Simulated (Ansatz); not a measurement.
## GaCo: from a trial structure to a relaxed crystal

Method: DFT PBE, scalar-relativistic, plane waves, PAW (Ansatz 0.2.0). Cutoff 420 eV, Γ-centred k mesh, Gaussian smearing, no spin polarisation in the final step.

A relaxed cell is given with its space group left out.

```
CELL_PARAMETERS angstrom
3.47170 0.00000 0.00000
-1.73585 3.00658 0.00000
0.00000 0.00000 5.34771
ATOMIC_POSITIONS crystal
Ga 0.00000 0.00000 0.00000
Ga 0.00000 0.00000 0.50000
Co 0.33333 0.66667 0.25000
Co 0.66667 0.33333 0.75000
```

Formation energies are uncorrected and refer to the elements' standard structures at the same level.

**Question.** What space group does it have?

**Answer.** P6_3/mmc (No. 194). Conventional cell: a = 3.472 Å, c = 5.348 Å. Ga is coordinated by 6 Co at 2.41 Å and 2 Ga at 2.67 Å; Co is coordinated by 6 Ga at 2.41 Å.

**Question.** What is its formation energy per atom?

**Answer.** 0.19 eV/atom.

**Question.** Is it a metal?

**Answer.** Yes, bands cross the Fermi level on the 18×18×10 mesh.

The final run used a 18×18×10 mesh on its 4-atom cell and 0.10 eV smearing. The k mesh leaves about 4 meV/atom of noise in metals. The cell came from a trial start, so GaCo may not exist in this structure.

Cost: 3 runs of about 2.6 core-minutes in all, on Arm Neoverse V1 (shared hosts).